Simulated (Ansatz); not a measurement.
# Al (Fm-3m) in Ansatz: equation of state

Aim: energy against volume of Al in PBEsol, for its equilibrium volume and stiffness.

Everything below comes from runs of Ansatz 0.2.0. Logs are shortened: lines on timing, memory, paths and dates and some standing lists are left out, and cuts for length are marked.

**The experiment to reproduce.**

From “The interpretation of polycrystalline coherent inelastic neutron scattering from aluminium”, 2013, pmc:3831299, for a bulk crystal of Al: bulk modulus 76.9 GPa.

The runs below are set against these values where they give the same quantity.

## Step 1: The structure

Symmetry: Fm-3m, No. 225, cubic system. The conventional cell has a = 4.050 Å, b = 4.050 Å, c = 4.050 Å, α = 90.00°, β = 90.00°, γ = 90.00°. Around Al (site symmetry m-3m) lie 12 Al at 2.86 Å.

## Step 2: Single point, PBEsol, 15.61 Å³/atom (volume scaled by 0.94)

Contents of input.yaml:

```yaml
crystal:
  lattice:
    - [0.0, 1.9834708509, 1.9834708509]
    - [1.9834708509, 0.0, 1.9834708509]
    - [1.9834708509, 1.9834708509, 0.0]
  atoms:
    - { symbol: Al, position: [0.0, 0.0, 0.0] }
hamiltonian:
  xc: pbesol
  pseudopotentials: { kind: paw }
kpoints:
  mp_grid: { grid: [11, 11, 11] }
scf:
  occupations: { method: fermi_dirac, width: 0.05 }
output:
  forces: true
  stress: true
  eigenvalues: true
```

Potentials or basis: Ansatz PAW.

Command:

```bash
$ ansatz run input.yaml --threads 2 --pin off --max-ram 5632MiB --backend cpu --events-out ev --progress --plain --runs-dir out
```

The program printed:

```text
Warning: RAYON_NUM_THREADS=2 ignored (pool sized by the plan → 2); use --threads N
Engine: ansatz 0.2.0, aarch64-unknown-linux-gnu
Pseudopotentials: kind: paw
Pseudopotential: Al, paw, valence charge 3, recommended cutoff 420 eV (normal), Al.paw.azcp
Functional definition: PBEsol
  exchange = pbesol_x
  correlation = pbesol_c
Crystal: 1 atoms, lattice volume = 15.607 Å³
Basis set: ecut = 420 eV, 307 PW (Γ), exchange–correlation on 40×40×40 points (8 copies of the dense FFT grid, shifted against one another)
Bands: 6, of which v1, the nominal top of the filled ones, is band 2 counted from 1 (1 counted from 0)
Symmetry: 48 space group operations
Space group: Fm-3m (ITA 225), of the structure as read, at distance tolerance 2.5e-5 Å
k-points: 56 of 1331
Non-local potential: Al, projectors of the file, l = 0: 2, l = 1: 2, l = 2: 1
PAW form: soft (Blöchl's): semilocal exchange-correlation on the pseudo side does not see the compensation charge
PAW frozen core: Al, regenerated for the run's functional, and the local potential with it (the file was generated under x = pbe(κ = 0.804, μ = 0.2195149727645171), c = pbe(β = 0.06672455060314922))
PAW one-centre angular grid: Al, 110 points (default); XC on 64 Gauss nodes
Initial density: superposition of atomic densities (neutral atoms: chi_scale 0, normalization atom), corrected by the library's trained network
Initial wavefunctions: pseudopotential atomic-orbital guess
Functional: x = pbesol(κ = 0.804, μ = 0.12345679012345678), c = pbesol(β = 0.046)
SCF iter   1: F=—  HF=-524.551874 eV  |F-HF|=—  |Δ(HF+E_count)|=         —  Δρ=9.82e-4  dr2=9.34e-5  ethr=1.77e-3  ⟨swp⟩=4.9  Hψ=2965  notcnv=0
preconditioner: auto → none  [metal: Δε(μ)=0.079 eV  Ē_g=13.687 eV  σ=0.050 eV  W_gap=0.37  n_scr=0 (ndim 8)  ℏωp=16.3 eV  f_vac=0.000  D(μ)=0.51/eV (n_scr^D=0)]
SCF iter   2: F=—  HF=-524.551872 eV  |F-HF|=—  |Δ(HF+E_count)|=   2.82e-6  Δρ=4.86e-4  dr2=2.22e-5  ethr=3.11e-6  ⟨swp⟩=1.4  Hψ=809  notcnv=0  defer=1
iter 3 did not close the SCF: its close was put off for the readings that it lacked (scf_convergence_deferred on its scf_iter line)
SCF iter   3: F=-524.551872 eV  HF=-524.551872 eV  |F-HF|=2.77e-9  |Δ(HF+E_count)|=   1.79e-7  Δρ=1.23e-5  dr2=1.85e-8  ethr=7.41e-7  ⟨swp⟩=1.0  Hψ=313  notcnv=0  defer=1
iter 4 did not close the SCF: its close was put off for the readings that it lacked (scf_convergence_deferred on its scf_iter line)
SCF iter   4: F=-524.551872 eV  HF=-524.551872 eV  |F-HF|=8.41e-12  |Δ(HF+E_count)|=   5.57e-9  Δρ=4.10e-6  dr2=1.73e-9  ethr=6.18e-10  ⟨swp⟩=1.9  Hψ=385  notcnv=0  defer=1
iter 5 did not close the SCF: its close was put off for the readings that it lacked (scf_convergence_deferred on its scf_iter line)
SCF iter   5: F=-524.551872 eV  HF=-524.551872 eV  |F-HF|=3.64e-12  |Δ(HF+E_count)|=  7.70e-11  Δρ=2.24e-7  dr2=7.96e-12  ethr=5.78e-11  ⟨swp⟩=1.0  Hψ=314  notcnv=0  defer=1
SCF iter   6: F=-524.551872 eV  HF=-524.551872 eV  |F-HF|=2.27e-13  |Δ(HF+E_count)|=  2.73e-12  Δρ=5.32e-8  dr2=4.46e-13  ethr=1.00e-12  ⟨swp⟩=2.0  Hψ=1123  notcnv=0
SCF 1 converged in 6 iterations: F = -524.551872 eV  dr2 = 4.46e-13
SCF converged after 6 iterations
Free energy (F): -524.551872 eV
Harris-Foulkes:  -524.551872 eV  (|F-HF|=2.27e-13)
Internal energy: -524.548012 eV  (E = F + TS)
E sigma→0 (E₀):  -524.549942 eV
Entropy (-TS):   -0.003860 eV (-3.860 meV/atom)
Fermi energy:    8.468388 eV
--- Per-component energies (eV) ---
  E_band       = 11.687455
  E_kinetic    = 23.677445
  E_local      = 10.611827  (includes V_loc(G=0)·N_el)
  E_nonlocal   = 10.505408
  E_hartree    = 0.113917
  E_xc         = -39.776021
  E_vxc        = -29.633330  (∫ρ·V_xc dr)
  E_paw        = -454.807838  (= ΣΔE_a)
  E_vpaw       = -3.701726  (= ΣTr[D̂ρ^β])
  E_aug_tail   = -0.000002  (compensation charges beyond the density's cutoff)
  E_ewald      = -74.891887
  E_core_change = 0.019139  (= ΣΔE_core)
  E_smearing   = -0.003860  (= −TS)
  E_closure    = 0.000000  (closes the sum)
  Σ components = -524.551872   (vs F -524.551872, Δ=0.00e0)
--- Forces (eV/Å), atoms counted from 1 ---
  atom   1  Al    -0.00000000    -0.00000000    -0.00000000
  max |Σ_I F_I| component: 1.85e-32 eV/Å
--- Stress (GPa, compression-positive) ---
        3.388789      -0.000000      -0.000000
       -0.000000       3.388789       0.000000
       -0.000000      -0.000000       3.388789
  P = ⅓ Tr σ = 3.3888 GPa (33.888 kbar)
--- Band table (eV; the first three rows and the last of 56) ---
  k-point 0: bands = ["-3.0371", "21.2925", "21.2925", "21.2925", "23.2928", "23.2928"]
  k-point 1: bands = ["-2.8044", "18.4295", "20.7523", "20.7523", "23.8280", "24.1893"]
  k-point 2: bands = ["-2.1085", "14.6903", "20.0598", "20.0598", "23.5435", "24.9185"]
  k-point 55: bands = ["6.9978", "7.2607", "8.7778", "10.8524", "22.8309", "25.8632"]
```

Wall time 0.3 s (2 threads of Arm Neoverse V2, shared host); peak memory 0.24 GiB.

Results:

| Quantity | Value |
| --- | --- |
| Free energy | -524.5519 eV |
| Pressure | 3.4 GPa |
| Band gap on the k mesh | none (metal or under the smearing width) |

Caveat: the PAW data sets come from PBE, with cores solved anew for the run's functional, which leaves a small shift of forces and pressure.

## Step 3: Single point, PBEsol, 15.94 Å³/atom (volume scaled by 0.96)

Changes to input.yaml since step 2:

```diff
@@ -2,5 +2,5 @@
   lattice:
-    - [0.0, 1.9834708509, 1.9834708509]
-    - [1.9834708509, 0.0, 1.9834708509]
-    - [1.9834708509, 1.9834708509, 0.0]
+    - [0.0, 1.9974394157, 1.9974394157]
+    - [1.9974394157, 0.0, 1.9974394157]
+    - [1.9974394157, 1.9974394157, 0.0]
   atoms:
```

Potentials or basis: Ansatz PAW.

Command:

```bash
$ ansatz run input.yaml --threads 2 --pin off --max-ram 5632MiB --backend cpu --events-out ev --progress --plain --runs-dir out
```

Run time: 0.3 s. Hardware: 2 threads of Arm Neoverse V2, shared host; peak memory 0.24 GiB.

The run converged. Its results:

```
Free energy            : -524.5568 eV
Pressure               : 1.4 GPa
Band gap on the k mesh : none (metal or under the smearing width)
```

Caveat: the PAW data sets come from PBE, with cores solved anew for the run's functional, which leaves a small shift of forces and pressure.

## Step 4: Single point, PBEsol, 16.27 Å³/atom (volume scaled by 0.98)

Changes to input.yaml since step 3:

```diff
@@ -2,5 +2,5 @@
   lattice:
-    - [0.0, 1.9974394157, 1.9974394157]
-    - [1.9974394157, 0.0, 1.9974394157]
-    - [1.9974394157, 1.9974394157, 0.0]
+    - [0.0, 2.0112152952, 2.0112152952]
+    - [2.0112152952, 0.0, 2.0112152952]
+    - [2.0112152952, 2.0112152952, 0.0]
   atoms:
```

Potentials or basis: Ansatz PAW.

Command:

```bash
$ ansatz run input.yaml --threads 2 --pin off --max-ram 5632MiB --backend cpu --events-out ev --progress --plain --runs-dir out
```

The program printed:

```text
Warning: RAYON_NUM_THREADS=2 ignored (pool sized by the plan → 2); use --threads N
[... 6 set-up lines as earlier in the session ...]
Crystal: 1 atoms, lattice volume = 16.271 Å³
Basis set: ecut = 420 eV, 331 PW (Γ), exchange–correlation on 40×40×40 points (8 copies of the dense FFT grid, shifted against one another)
Bands: 6, of which v1, the nominal top of the filled ones, is band 2 counted from 1 (1 counted from 0)
[... 2 set-up lines as earlier in the session ...]
k-points: 56 of 1331
[... 7 set-up lines as earlier in the session ...]
SCF iter   1: F=—  HF=-524.557897 eV  |F-HF|=—  |Δ(HF+E_count)|=         —  Δρ=8.14e-4  dr2=5.86e-5  ethr=1.77e-3  ⟨swp⟩=4.8  Hψ=2929  notcnv=0
preconditioner: auto → none  [metal: Δε(μ)=0.046 eV  Ē_g=13.314 eV  σ=0.050 eV  W_gap=0.22  n_scr=0 (ndim 8)  ℏωp=15.9 eV  f_vac=0.000  D(μ)=0.53/eV (n_scr^D=0)]
SCF iter   2: F=—  HF=-524.557909 eV  |F-HF|=—  |Δ(HF+E_count)|=   1.22e-5  Δρ=4.13e-4  dr2=1.51e-5  ethr=1.95e-6  ⟨swp⟩=1.7  Hψ=828  notcnv=0
iter 3 did not close the SCF: its close was put off for the readings that it lacked (scf_convergence_deferred on its scf_iter line)
SCF iter   3: F=-524.557912 eV  HF=-524.557912 eV  |F-HF|=2.28e-8  |Δ(HF+E_count)|=   3.19e-6  Δρ=2.08e-5  dr2=7.38e-8  ethr=5.03e-7  ⟨swp⟩=1.0  Hψ=313  notcnv=0
iter 4 did not close the SCF: its close was put off for the readings that it lacked (scf_convergence_deferred on its scf_iter line)
SCF iter   4: F=-524.557912 eV  HF=-524.557912 eV  |F-HF|=2.53e-9  |Δ(HF+E_count)|=   2.03e-8  Δρ=7.57e-6  dr2=9.40e-9  ethr=2.46e-9  ⟨swp⟩=1.1  Hψ=322  notcnv=0
iter 5 did not close the SCF: its close was put off for the readings that it lacked (scf_convergence_deferred on its scf_iter line)
SCF iter   5: F=-524.557912 eV  HF=-524.557912 eV  |F-HF|=1.51e-11  |Δ(HF+E_count)|=   2.36e-9  Δρ=4.43e-7  dr2=3.32e-11  ethr=3.13e-10  ⟨swp⟩=1.0  Hψ=313  notcnv=0
SCF iter   6: F=-524.557912 eV  HF=-524.557912 eV  |F-HF|=1.59e-12  |Δ(HF+E_count)|=  1.16e-11  Δρ=1.85e-7  dr2=5.58e-12  ethr=1.11e-12  ⟨swp⟩=1.9  Hψ=1175  notcnv=0
SCF 1 converged in 6 iterations: F = -524.557912 eV  dr2 = 5.58e-12
SCF converged after 6 iterations
Free energy (F): -524.557912 eV
Harris-Foulkes:  -524.557912 eV  (|F-HF|=1.59e-12)
Internal energy: -524.553958 eV  (E = F + TS)
E sigma→0 (E₀):  -524.555935 eV
Entropy (-TS):   -0.003954 eV (-3.954 meV/atom)
Fermi energy:    8.034092 eV
--- Per-component energies (eV) ---
  E_band       = 10.708809
  E_kinetic    = 23.020411
  E_local      = 9.973980  (includes V_loc(G=0)·N_el)
  E_nonlocal   = 10.404350
  E_hartree    = 0.104543
  E_xc         = -39.489047
  E_vxc        = -29.267349  (∫ρ·V_xc dr)
  E_paw        = -454.728568  (= ΣΔE_a)
  E_vpaw       = -3.631666  (= ΣTr[D̂ρ^β])
  E_aug_tail   = -0.000003  (compensation charges beyond the density's cutoff)
  E_ewald      = -73.858763
  E_core_change = 0.019139  (= ΣΔE_core)
  E_smearing   = -0.003954  (= −TS)
  E_closure    = 0.000000  (closes the sum)
  Σ components = -524.557912   (vs F -524.557912, Δ=0.00e0)
--- Forces (eV/Å), atoms counted from 1 ---
  atom   1  Al    -0.00000000    -0.00000000    -0.00000000
  max |Σ_I F_I| component: 9.24e-33 eV/Å
--- Stress (GPa, compression-positive) ---
       -0.343429      -0.000000      -0.000000
       -0.000000      -0.343429       0.000000
        0.000000      -0.000000      -0.343429
  P = ⅓ Tr σ = -0.3434 GPa (-3.434 kbar)
--- Band table (eV; the first three rows and the last of 56) ---
  k-point 0: bands = ["-3.1888", "20.6189", "20.6189", "20.6189", "22.2891", "22.2891"]
  k-point 1: bands = ["-2.9623", "17.7584", "20.0277", "20.0277", "22.9222", "23.2205"]
  k-point 2: bands = ["-2.2852", "14.1003", "19.3186", "19.3186", "22.6806", "23.9892"]
  k-point 55: bands = ["6.6171", "6.8760", "8.3090", "10.2451", "22.0176", "24.8966"]
```

Run time: 0.29 s. Hardware: 2 threads of Arm Neoverse V2, shared host; peak memory 0.24 GiB.

Results:

```yaml
Free_energy: -524.5579 eV
Pressure: -0.3 GPa
Band_gap_on_the_k_mesh: none (metal or under the smearing width)
```

Caveat: the PAW data sets come from PBE, with cores solved anew for the run's functional, which leaves a small shift of forces and pressure.

## Step 5: Single point, PBEsol, 16.60 Å³/atom

Contents of input.yaml:

```yaml
crystal:
  lattice:
    - [0.0, 2.024805, 2.024805]
    - [2.024805, 0.0, 2.024805]
    - [2.024805, 2.024805, 0.0]
  atoms:
    - { symbol: Al, position: [0.0, 0.0, 0.0] }
hamiltonian:
  xc: pbesol
  pseudopotentials: { kind: paw }
kpoints:
  mp_grid: { grid: [11, 11, 11] }
scf:
  occupations: { method: fermi_dirac, width: 0.05 }
output:
  forces: true
  stress: true
  eigenvalues: true
  write_density: true
  write_potential: true
  elf: true
  volumetric_format: npy
```

Command:

```bash
$ ansatz run input.yaml --threads 2 --pin off --max-ram 5632MiB --backend cpu --events-out ev --progress --plain --runs-dir out
```

Run time: 0.36 s. Hardware: 2 threads of Arm Neoverse V2, shared host; peak memory 0.24 GiB.

It converged, with:

```
Free energy            : -524.5555 eV
Pressure               : -1.9 GPa
Band gap on the k mesh : none (metal or under the smearing width)
```

Caveat: the PAW data sets come from PBE, with cores solved anew for the run's functional, which leaves a small shift of forces and pressure.

## Step 6: Single point, PBEsol, 16.93 Å³/atom (volume scaled by 1.02)

Contents of input.yaml:

```yaml
crystal:
  lattice:
    - [0.0, 2.0382146954, 2.0382146954]
    - [2.0382146954, 0.0, 2.0382146954]
    - [2.0382146954, 2.0382146954, 0.0]
  atoms:
    - { symbol: Al, position: [0.0, 0.0, 0.0] }
hamiltonian:
  xc: pbesol
  pseudopotentials: { kind: paw }
kpoints:
  mp_grid: { grid: [11, 11, 11] }
scf:
  occupations: { method: fermi_dirac, width: 0.05 }
output:
  forces: true
  stress: true
  eigenvalues: true
```

Potentials or basis: Ansatz PAW.

Command:

```bash
$ ansatz run input.yaml --threads 2 --pin off --max-ram 5632MiB --backend cpu --events-out ev --progress --plain --runs-dir out
```

Wall time 0.3 s (2 threads of Arm Neoverse V2, shared host); peak memory 0.24 GiB.

It converged, with:

- Free energy: -524.5500 eV
- Pressure: -3.3 GPa
- Band gap on the k mesh: none (metal or under the smearing width)

Caveat: the PAW data sets come from PBE, with cores solved anew for the run's functional, which leaves a small shift of forces and pressure.

## Step 7: Single point, PBEsol, 17.27 Å³/atom (volume scaled by 1.04)

Changes to input.yaml since step 6:

```diff
@@ -2,5 +2,5 @@
   lattice:
-    - [0.0, 2.0382146954, 2.0382146954]
-    - [2.0382146954, 0.0, 2.0382146954]
-    - [2.0382146954, 2.0382146954, 0.0]
+    - [0.0, 2.0514502267, 2.0514502267]
+    - [2.0514502267, 0.0, 2.0514502267]
+    - [2.0514502267, 2.0514502267, 0.0]
   atoms:
```

Command:

```bash
$ ansatz run input.yaml --threads 2 --pin off --max-ram 5632MiB --backend cpu --events-out ev --progress --plain --runs-dir out
```

It took 0.3 s on 2 threads of Arm Neoverse V2, shared host; peak memory 0.24 GiB.

Results (log left out):

```
Free energy            : -524.5418 eV
Pressure               : -4.6 GPa
Band gap on the k mesh : none (metal or under the smearing width)
```

Caveat: the PAW data sets come from PBE, with cores solved anew for the run's functional, which leaves a small shift of forces and pressure.

## Step 8: Single point, PBEsol, 17.60 Å³/atom (volume scaled by 1.06)

Contents of input.yaml:

```yaml
crystal:
  lattice:
    - [0.0, 2.0645171409, 2.0645171409]
    - [2.0645171409, 0.0, 2.0645171409]
    - [2.0645171409, 2.0645171409, 0.0]
  atoms:
    - { symbol: Al, position: [0.0, 0.0, 0.0] }
hamiltonian:
  xc: pbesol
  pseudopotentials: { kind: paw }
kpoints:
  mp_grid: { grid: [11, 11, 11] }
scf:
  occupations: { method: fermi_dirac, width: 0.05 }
output:
  forces: true
  stress: true
  eigenvalues: true
  write_density: true
  write_potential: true
  elf: true
  volumetric_format: npy
```

Command:

```bash
$ ansatz run input.yaml --threads 2 --pin off --max-ram 5632MiB --backend cpu --events-out ev --progress --plain --runs-dir out
```

Wall time 0.37 s (2 threads of Arm Neoverse V2, shared host); peak memory 0.24 GiB.

Results (log left out):

```
Free energy            : -524.5310 eV
Pressure               : -5.7 GPa
Band gap on the k mesh : none (metal or under the smearing width)
```

Caveat: the PAW data sets come from PBE, with cores solved anew for the run's functional, which leaves a small shift of forces and pressure.

## Step 9: Equation of state, PBEsol

Potentials or basis: Ansatz PAW.

This step only gathers the single runs of the series.

What came out:

```
Equilibrium volume                      : 16.20 Å³/atom
Bulk modulus                            : 83 GPa
Pressure derivative of the bulk modulus : 4.4
```

Energy against volume, from the lowest point:
```
volume (Å³/atom)  energy (meV/atom)
          15.607               6.04
          15.939               1.09
          16.271               0.00
          16.603               2.37
          16.935               7.87
          17.267              16.13
          17.599              26.86
```

## Step 10: Comparison with measurements

Step 9. Measured bulk modulus of Al: 76.9 GPa (quoted in “The interpretation of polycrystalline coherent inelastic neutron scattering from aluminium”, 2013, pmc:3831299). This calculation gives 83 GPa (+8.4 %). The fit is for a static lattice scaled at fixed shape and fixed fractional positions. The cell as given is a measured one (16.60 Å³/atom); PBEsol puts the equilibrium volume -2.4 % from it, thermal expansion not counted.
